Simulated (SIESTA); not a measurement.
Ga:

```
Ga
1.0
     2.26150   -3.83050    0.00000
     2.26150    3.83050    0.00000
     0.00000    0.00000    4.52400
Ga
4
Direct
  0.34510 0.65490 0.41900
  0.15490 0.84510 0.91900
  0.65490 0.34510 0.58100
  0.84510 0.15490 0.08100
```

* Program: SIESTA 5.4.2
* Task: single point
* Functional: PBE
* Potentials or basis: PseudoDojo 0.4 standard (PBE files)
* Basis: DZP (energy shift 0.003 Ry; two zetas on semicore shells)
* Grid cutoff: 800 Ry
* Energy shift: 0.003 Ry
* k mesh: 7 × 7 × 6
* Occupations: fermi-dirac, width 0.05 eV
* Spin: no spin polarisation

On this cell: pressure 1.6 GPa; largest force 0.084 eV/Å; band gap on the k mesh none (metal or under the smearing width).

The same run follows on a disturbed copy (atoms moved at random, drawn with an rms of 0.05 Å):

```
CELL_PARAMETERS angstrom
2.26150 -3.83050 0.00000
2.26150 3.83050 0.00000
0.00000 0.00000 4.52400
ATOMIC_POSITIONS crystal
Ga 0.35757 0.64982 0.41385
Ga 0.14332 0.83858 0.91636
Ga 0.65595 0.34610 0.59843
Ga 0.85130 0.16278 0.08640
```

Q: What does the disturbed cell give?

A: The energy (extrapolated to zero smearing) moves by +6.4 meV/atom; pressure 1.7 GPa; largest force 0.455 eV/Å; band gap on the k mesh none (metal or under the smearing width).

Forces in eV/Å, atoms in the order of the input:
```
Ga   0.101  0.442 -0.040
Ga   0.183 -0.198  0.006
Ga  -0.176 -0.331 -0.166
Ga  -0.108  0.087  0.200
```

Stress tensor (GPa, compression positive):
```
 1.10 -0.08  0.26
-0.08  2.74 -0.71
 0.26 -0.71  1.38
```

Caveats: the basis of atomic orbitals isn't converged, which shifts pressures, moduli and gaps.
